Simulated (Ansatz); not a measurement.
## ZnSe (Stilleite) under changes of volume

One of the cells (22.757 Å³/atom); the others are scaled copies at fixed shape and fractional positions:

```
Se Zn
1.0
     0.00000    2.83380    2.83380
     2.83380    0.00000    2.83380
     2.83380    2.83380    0.00000
Se Zn
1 1
Direct
  0.75000 0.75000 0.75000
  0.00000 0.00000 0.00000
```

* Program: Ansatz 0.2.0
* Functional: CAM-B3LYP
* Potentials or basis: Ansatz PAW
* Cutoff: 420 eV (not typed: the program's choice for these potentials)
* k mesh: 4 × 4 × 4
* Occupations: fermi-dirac, width 0.05 eV
* Spin: no spin polarisation

| volume (Å³/atom) | energy over the lowest point (meV/atom) | pressure (GPa) | gap on the mesh (eV) |
| --- | --- | --- | --- |
| 21.391 | 35.24 | 6.5 | 5.35 |
| 21.846 | 19.41 | 4.7 | 5.23 |
| 22.301 | 8.62 | 3.0 | 5.12 |
| 22.757 | 2.27 | 1.5 | 5.01 |
| 23.212 | 0.00 | 0.1 | 4.90 |
| 23.667 | 1.41 | -1.1 | 4.80 |
| 24.122 | ? | ? | ? |

Question: What does the run at 24.122 Å³/atom give?

Answer: Energy over the lowest point 6.01 meV/atom; pressure -2.2 GPa; gap on the mesh 4.70 eV.

Worked out: A Birch-Murnaghan fit of order 3 (a polynomial in V^(-2/3)) to the other rows has its minimum at 23.26 Å³/atom with B0 = V·E''(V) = 65 GPa and B' = 4.2. It gives 6.11 meV/atom at 24.122 Å³/atom, against the run's 6.01, and -dE/dV = -2.2 GPa, against -2.2. A straight line through the other rows of the gap, of slope -5.44 eV per unit of ln V (its deformation potential), extrapolates to 4.69 eV, against the run's 4.70.

Energies are extrapolated to zero smearing.

Caveats: all runs use coarse meshes; the PAW data sets come from PBE, with cores solved anew for the run's functional, which leaves a small shift of forces and pressure; the thresholds are loose for stress.

Spin-orbit coupling on Se is left out.
